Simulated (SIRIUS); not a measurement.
# Mg (Fm-3m) in SIRIUS: settings compared, part 2 of 2

SIRIUS 7.12.0.

## Step 5: Single point, OPBE+D4

The input, run.py:

```python
import json, subprocess
import numpy as np
from ase import Atoms
from ase.io import read
from ase.calculators.calculator import Calculator, all_changes
from ase.units import Bohr, Hartree, GPa
from ase.calculators.mixing import SumCalculator
from dftd4.ase import DFTD4

class Sirius(Calculator):
    """Writes sirius.json, runs sirius.scf and reads out.json."""
    implemented_properties = ["energy", "free_energy", "forces", "stress", "magmom"]

    def __init__(self, config, files):
        super().__init__()
        self.config, self.files, self.calls = config, files, 0

    def calculate(self, atoms=None, properties=["energy"], system_changes=all_changes):
        super().calculate(atoms, properties, system_changes)
        symbols = atoms.get_chemical_symbols()
        types = list(dict.fromkeys(symbols))
        order = [i for t in types for i, s in enumerate(symbols) if s == t]
        frac = atoms.get_scaled_positions(wrap=False)
        m = atoms.get_initial_magnetic_moments()
        m = m if m.ndim == 2 else np.c_[0 * m, 0 * m, m]
        spin = self.config["parameters"]["num_mag_dims"] > 0
        rows = {t: [list(frac[i]) + (list(m[i]) if spin else []) for i in order if symbols[i] == t] for t in types}
        cell = {"lattice_vectors": (atoms.cell[:] / Bohr).tolist(), "atom_types": types, "atom_files": self.files, "atoms": rows}
        json.dump({**self.config, "unit_cell": cell}, open("sirius.json", "w"), indent=1)
        self.calls += 1
        with open(f"sirius_{self.calls:03d}.out", "w") as log:
            subprocess.run(["sirius.scf", "--input=sirius.json", "--output=out.json"], stdout=log, stderr=subprocess.STDOUT, check=True)
        gs = json.load(open("out.json"))["ground_state"]
        if not gs["converged"]:
            raise RuntimeError("SCF did not converge")
        self.results = {"energy": gs["energy"]["free"] * Hartree, "free_energy": gs["energy"]["free"] * Hartree}
        if "forces" in gs:
            f = np.zeros((len(atoms), 3))
            f[order] = np.array(gs["forces"]) * Hartree / Bohr
            self.results["forces"] = f
        if "stress" in gs:
            s = np.array(gs["stress"]) * Hartree / Bohr**3
            self.results["stress"] = s.flat[[0, 4, 8, 5, 2, 1]]
        if spin:
            self.results["magmom"] = gs["magnetisation"]["total"][2]

atoms = read("Mg.xyz")

config = {
    "control": {
        "processing_unit": 'cpu',
        "verbosity": 2,
        "num_bands_to_print": 11,
        "print_forces": True,
        "print_stress": True,
    },
    "parameters": {
        "electronic_structure_method": 'pseudopotential',
        "xc_functionals": ['XC_GGA_X_OPTX', 'XC_GGA_C_PBE'],
        "gk_cutoff": 9.2,
        "pw_cutoff": 18.4,
        "ngridk": [10, 10, 10],
        "shiftk": [0, 0, 0],
        "smearing": 'cold',
        "smearing_width": 0.0018374661,
        "num_bands": 11,
        "num_mag_dims": 0,
        "num_dft_iter": 100,
        "energy_tol": 1e-08,
        "density_tol": 1e-06,
        "use_symmetry": False,
        "extra_charge": -0.2,
    },
    "iterative_solver": {
        "type": 'davidson',
        "min_tolerance": 1e-10,
    },
    "mixer": {
        "type": 'anderson',
        "beta": 0.7,
        "max_history": 8,
    },
    "settings": {
        "tol_ne": 1e-10,
        "nprii_beta": 10,
    },
}
dft = Sirius(config, {'Mg': 'Mg.json'})
atoms.calc = SumCalculator([dft, DFTD4(method="opbe")])
results = {"symbols": atoms.get_chemical_symbols(), "cell": atoms.cell[:].tolist(), "frac": atoms.get_scaled_positions(wrap=False).tolist(), "steps": []}

def note():
    results["steps"].append({"energy": atoms.get_potential_energy(), "cell": atoms.cell[:].tolist(), "positions": atoms.positions.tolist(),
                             "forces": atoms.get_forces().tolist(), "stress": atoms.get_stress().tolist()})
    json.dump(results, open("results.json", "w"))

note()
print("free energy (eV):", round(atoms.get_potential_energy(), 6))
print("forces (eV/A):\n", atoms.get_forces().round(5))
print("stress (GPa, Voigt, tension positive):", (atoms.get_stress() / GPa).round(4))
json.dump(results, open("results.json", "w"))
```

The input, Mg.xyz:

```xyz
1
Lattice="0.0000000000 2.2442560000 2.2442560000 2.2442560000 0.0000000000 2.2442560000 2.2442560000 2.2442560000 0.0000000000" Properties=species:S:1:pos:R:3 pbc="T T T"
Mg     0.0000000000      0.0000000000      0.0000000000
```

Potentials or basis: PseudoDojo 0.5 PBE standard (scalar relativistic).

Run with:

```sh
$ upf_to_json Mg.upf
$ OMP_NUM_THREADS=1 python run.py
```

It took 4.3 min on 1 thread of Intel Xeon Platinum 8375C at 2.90GHz (Ice Lake), shared host; peak memory 2 GiB.

These settings aren't checked as converged (typed here: settings.nprii_beta = 10; parameters.use_symmetry = no; parameters.extra_charge = -0.2): the numbers below hold their error.

Results:

```
Free energy                : -1620.7425 eV
Pressure                   : 14.5 GPa
Band gap on the k mesh     : none (metal or under the smearing width)
Dispersion energy per atom : -0.144 eV
```

Caveat: the cell carries a net charge on a neutralising background, which shifts energy and pressure; the potentials were made for another functional, which shifts forces and pressure; pairwise dispersion overbinds metals, which lowers pressure and volume.

## Step 6: Summary

```tsv
level	potentials or basis	spin	fixed moment (μB)	k mesh	cutoff (eV)	smearing	libxc names	other keys	mesh quality	gap on the mesh (eV)	pressure (GPa)	moment (μB)
LDA	PseudoDojo 0.4.1 LDA stringent (scalar relativistic)	collinear, ferromagnetic start	1.0	10 × 10 × 10	1152	fermi-dirac 0.05 eV	["XC_LDA_X", "XC_LDA_C_PW"]	-	not flagged	-	2.6	1.00
rPW86PBE+D3	JTH 2.0 PBE (PAW)	non-collinear, ferromagnetic start	-	3 × 3 × 3	557	cold 0.1 eV	["XC_GGA_X_RPW86", "XC_GGA_C_PBE"]	-	coarse	none	-0.3	0.00
revPBE+D3(BJ)	SG15 1.2 PBE (norm-conserving)	collinear, ferromagnetic start	-	10 × 10 × 10	1152	cold 0.01 eV	["XC_GGA_X_PBE_R", "XC_GGA_C_PBE"]	parameters.pw_cutoff = 27.6; iterative_solver.num_steps = 8	not flagged	none	-1.8	0.01
```

Alike in all rows: task single point; cell as given.

Caveats: some runs use coarse meshes; pairwise dispersion overbinds metals, which lowers pressure and volume (some runs); the total moment is fixed, so each spin has its own Fermi level (some runs); the moments on the atoms are sums over spheres of half the shortest distance (1.6 Å at most), made after the run (some runs); the PAW data sets were made with another functional, which shifts forces and pressure a little (some runs); the potentials were made for another functional, which shifts forces and pressure (some runs).

Absolute energies hang on the potentials; compare differences alone.
